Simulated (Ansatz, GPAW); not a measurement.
This is a calculation of TiAl3 for GPAW 26.7.0 (ASE script). Atoms were shifted at random by some hundredths of an Å from the given cell, which wasn't relaxed again for these runs. The cell comes from a database or a generator and needn't be the stable form of this composition.

File run.py:

```python
from ase import Atoms
from ase.dft.bandgap import bandgap
from ase.io import write
from ase.units import GPa
from gpaw import GPAW, PW, setup_paths

setup_paths.insert(0, '.')

atoms = Atoms(['Ti', 'Al', 'Al', 'Al'],
              cell=[[2.839677, 0.0, 0.0],
                    [0.0, 4.681264, 0.0],
                    [0.0, 0.0, 4.900742]],
              scaled_positions=[[-0.004587, 0.500526, 0.160165],
                                [-0.003898, -0.004037, 0.833318],
                                [0.490941, -0.000278, 0.324096],
                                [0.491032, 0.495619, 0.675241]],
              pbc=True)

calc = GPAW(mode=PW(600),
            xc='PBEsol',
            kpts={'size': (9, 6, 6), 'gamma': True},
            occupations={'name': 'fermi-dirac', 'width': 0.05},
            nbands=23,
            convergence={'density': 1e-05, 'energy': 1e-05},
            maxiter=150,
            txt='gpaw.txt')
atoms.calc = calc
energy = atoms.get_potential_energy()
forces = atoms.get_forces()
stress = atoms.get_stress()
calc.write('gs.gpw')
write('result.traj', atoms)
print(f'Energy: {energy:.6f} eV')
print('Forces (eV/A):')
print(forces.round(4))
print('Stress (GPa):', (stress / GPa).round(3))
print('Fermi level:', round(calc.get_fermi_level(), 4), 'eV')
print(f'Gap: {bandgap(calc)[0]:.4f} eV, direct: {bandgap(calc, direct=True)[0]:.4f} eV')
```

Potentials or basis: PAW data sets generated in the run's folder for this functional, pw.

The run is started by

```bash
$ gpaw-setup -f PBEsol Al Ti
$ OMP_NUM_THREADS=1 python run.py
```

Problem. Translate it to Ansatz 0.2.0. Potentials or basis there: Ansatz PAW, cutoff 420 eV.

Solution. As run (cutoffs and basis follow the program's own potentials, and thresholds, step limits or extra output files can differ):

File input.yaml:

```yaml
crystal:
  lattice:
    - [2.839677, 0.0, 0.0]
    - [0.0, 4.681264, 0.0]
    - [0.0, 0.0, 4.900742]
  atoms:
    - { symbol: Ti, position: [-0.004587, 0.500526, 0.160165] }
    - { symbol: Al, position: [-0.003898, -0.004037, 0.833318] }
    - { symbol: Al, position: [0.490941, -0.000278, 0.324096] }
    - { symbol: Al, position: [0.491032, 0.495619, 0.675241] }
hamiltonian:
  xc: pbesol
  pseudopotentials: { kind: paw }
kpoints:
  mp_grid: { grid: [9, 6, 6] }
scf:
  occupations: { method: fermi_dirac, width: 0.05 }
output:
  forces: true
  stress: true
  eigenvalues: true
```

Potentials or basis: Ansatz PAW.

Run with:

```bash
$ ansatz run input.yaml --threads 1 --pin off --max-ram 3584MiB --backend cpu --events-out ev --progress --plain --runs-dir out
```

Both were run:

|  | GPAW | Ansatz |
| --- | --- | --- |
| Pressure | -2.1 GPa | -2.2 GPa |
| Largest force | 0.464 eV/Å | 0.459 eV/Å |
| Energy over the undisturbed cell | 4.5 meV/atom | 4.5 meV/atom |

Ansatz's pressure holds a Pulay term of +0.05 GPa for its cutoff of 420 eV, which the other run lacks.

Ansatz's potentials were made for PBE.

Where Ansatz's input types no cutoff or centring, it takes its own default and a Γ-centred mesh.

Pressure is positive in compression.
